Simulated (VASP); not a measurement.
Write the native input for VASP 6.6.1 that does the following.

```
Task                   : relaxation of cell and atoms
Functional             : r2SCAN
Dispersion             : rVV10
Potentials or basis    : VASP PAW PBE potentials, release 64 (Zn, S)
Cutoff                 : 600 eV
k mesh                 : 9 × 9 × 9
Occupations            : gaussian, width 0.05 eV
Spin                   : no spin polarisation
Further INCAR settings : ALGO = Normal; EDIFF = 1e-06; IBRION = 2; EDIFFG = -0.02; NSW = 40; ISIF = 3
```

The structure of ZnS lies in POSCAR:

```
ZnS
1.0
    0.0000000000      2.7020000000      2.7020000000
    2.7020000000      0.0000000000      2.7020000000
    2.7020000000      2.7020000000      0.0000000000
Zn S
1 1
Direct
    0.7500000000      0.7500000000      0.7500000000
    0.0000000000      0.0000000000      0.0000000000
```

One way to write it, as run:

INCAR

```
PREC = Accurate
ENCUT = 600
EDIFF = 1E-6
ISMEAR = 0
SIGMA = 0.05
LREAL = False
LASPH = True
NELM = 80
ALGO = Normal
ISIF = 3
LWAVE = False
LCHARG = False
METAGGA = R2SCAN
LMIXTAU = True
LUSE_VDW = True
IVDW_NL = 2
BPARAM = 11.95
CPARAM = 0.0093
IBRION = 2
NSW = 40
EDIFFG = -0.02
```

KPOINTS

```
Automatic mesh
0
Gamma
  9 9 9
```

Potentials or basis: VASP PAW PBE potentials, release 64 (Zn, S).

Command:

```sh
$ cat potpaw_PBE.64/Zn/POTCAR potpaw_PBE.64/S/POTCAR > POTCAR
$ mpirun -np 1 vasp_std > vasp.out
```

Results of the run:

```
Relaxed volume                         : 19.35 Å³/atom
Relaxed cell                           : a = 3.797 Å, b = 3.797 Å, c = 3.797 Å, α = 60.00°, β = 60.00°, γ = 60.00°
Space group after relaxing (to 0.05 Å) : F-43m (No. 216)
Energy gained by relaxing              : 1.9 meV/atom
Ionic steps                            : 3
Pressure after relaxing                : 0.0 GPa
Band gap on the k mesh                 : 2.71 eV, direct
```

Caveat: the PAW data sets were made with another functional, which shifts forces and pressure a little.

Run time: 2.7 min on 1 thread of Intel(R) Xeon(R) 6975P-C (Granite Rapids), on a shared host, peak memory 0.33 GiB.
